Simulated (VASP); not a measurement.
The system is BaZrS3.

```xyz
20
Lattice="7.1345 0.0000 0.0000 0.0000 10.0418 0.0000 0.0000 0.0000 7.0636" Properties=species:S:1:pos:R:3 pbc="T T T"
Ba    0.3070    2.5105    0.0618
Ba    3.2603    7.5314    3.5936
Ba    3.8742    2.5105    3.4700
Ba    6.8275    7.5314    7.0018
Zr    0.0000    0.0000    3.5318
Zr    3.5672    0.0000    0.0000
Zr    3.5672    5.0209    0.0000
Zr    0.0000    5.0209    3.5318
S     7.0928    2.5105    3.9619
S     3.6089    7.5314    0.4302
S     3.5256    2.5105    6.6334
S     0.0417    7.5314    3.1016
S     1.5215    9.7223    5.5563
S     2.0458    0.3195    2.0245
S     5.0887    5.3405    5.0390
S     5.6130    4.7014    1.5072
S     5.6130    0.3195    1.5072
S     5.0887    9.7223    5.0390
S     2.0458    4.7014    2.0245
S     1.5215    5.3405    5.5563
```

The cell is a database's computed one.

* Program: VASP 6.6.1
* Task: relaxation of cell and atoms
* Functional: LDA
* Potentials or basis: VASP PAW LDA potentials, release 64 (Ba_sv, Zr_sv, S)
* Cutoff: 600 eV
* k mesh: 4 × 4 × 4
* Occupations: gaussian, width 0.03 eV
* Spin: no spin polarisation

At the start: pressure -4.3 GPa; volume 25.30 Å³/atom.

Task: How do energy, volume and symmetry change on relaxing?

Result: Over 27 steps the energy falls by 20.8 meV/atom and the volume is 23.87 Å³/atom (-5.7 %); space group Pnma (No. 62, to 0.05 Å).

Step by step:
```csv
step,energy change (eV),largest force (eV/Å),pressure (GPa),volume (Å³)
1,0.0000,0.0981,-4.31,506.06
2,-0.1504,0.1242,4.03,457.84
3,-0.3964,0.0534,-0.03,478.20
4,-0.3963,0.0548,0.07,477.65
5,-0.3981,0.0506,0.07,477.58
6,-0.4028,0.0442,0.08,477.38
7,-0.4078,0.0426,0.09,476.97
8,-0.4100,0.0402,-0.01,477.53
9,-0.4112,0.0478,-0.15,478.26
10,-0.4123,0.0465,-0.01,477.45
11,-0.4124,0.0457,0.07,476.95
12,-0.4135,0.0360,0.09,476.85
13,-0.4143,0.0355,0.12,476.66
14,-0.4149,0.0177,-0.16,478.21
15,-0.4151,0.0205,-0.07,477.69
16,-0.4155,0.0108,-0.01,477.39
17,-0.4156,0.0118,0.00,477.32
18,-0.4158,0.0119,0.02,477.19
19,-0.4160,0.0121,0.08,476.84
20,-0.4161,0.0118,0.06,477.00
21,-0.4162,0.0108,-0.03,477.47
22,-0.4162,0.0108,-0.03,477.41
23,-0.4162,0.0112,0.01,477.20
24,-0.4162,0.0110,0.00,477.34
25,-0.4162,0.0109,-0.01,477.38
26,-0.4163,0.0105,-0.02,477.39
27,-0.4164,0.0091,-0.02,477.41
```

Final structure:
```
CELL_PARAMETERS angstrom
7.02999 0.00000 0.00000
0.00000 9.85265 0.00000
0.00000 0.00000 6.89267
ATOMIC_POSITIONS crystal
Ba 0.05270 0.25000 0.01219
Ba 0.44730 0.75000 0.51219
Ba 0.55270 0.25000 0.48781
Ba 0.94730 0.75000 0.98781
Zr 0.00000 0.00000 0.50000
Zr 0.50000 0.00000 0.00000
Zr 0.50000 0.50000 0.00000
Zr 0.00000 0.50000 0.50000
S 0.99567 0.25000 0.56475
S 0.50433 0.75000 0.06475
S 0.49567 0.25000 0.93525
S 0.00433 0.75000 0.43525
S 0.20958 0.96579 0.79090
S 0.29042 0.03421 0.29090
S 0.70958 0.53421 0.70910
S 0.79042 0.46579 0.20910
S 0.79042 0.03421 0.20910
S 0.70958 0.96579 0.70910
S 0.29042 0.46579 0.29090
S 0.20958 0.53421 0.79090
```
